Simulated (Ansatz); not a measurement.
Ionic part of the dielectric constant of BaF₂ at -2.6 GPa, mode by mode

These are results of Ansatz 0.2.0, DFT PBE, scalar-relativistic, plane waves, PAW, not measurements. Plane waves to 420 eV; Γ-centred k mesh 6×6×6; fixed occupations. No spin polarisation. Phonons by linear response, acoustic sum rule imposed.

Symmetry: Fm-3m, No. 225, cubic system. The conventional cell has a = 6.364 Å, b = 6.364 Å, c = 6.364 Å, α = 90.00°, β = 90.00°, γ = 90.00°. Ba (site symmetry m-3m) has 8 F at 2.76 Å as nearest neighbours. Around F (site symmetry -43m) lie 4 Ba at 2.76 Å.

The cell is the ideal cubic fluorite prototype. Spin–orbit coupling is left out, which matters for heavy elements.

The primitive cell has V = 64.44 Å³ and ε∞,yy = 2.289. Each polar mode adds Δε = (4.92064×10⁷/V)·S/ν² along y, with S its oscillator strength in e²/amu, ν in cm⁻¹ and V in Å³.

**Question.** From these modes, find each Δε and ε0,yy.
| ν (cm⁻¹) | S_yy (e²/amu) |
| --- | --- |
| 136.5 | 0.2197 |

**Answer.**
```
ν (cm⁻¹)    Δε
   136.5  9.01
```

The sum is 9.008, so ε0,yy = 11.30; the run's tensor has 11.30.

**Question.** Where do the longitudinal modes lie for a wave vector along y?

**Answer.** At 303 cm⁻¹. The Lyddane–Sachs–Teller product Π(ν_LO/ν_TO)² = 4.94 matches ε0/ε∞ = 4.94.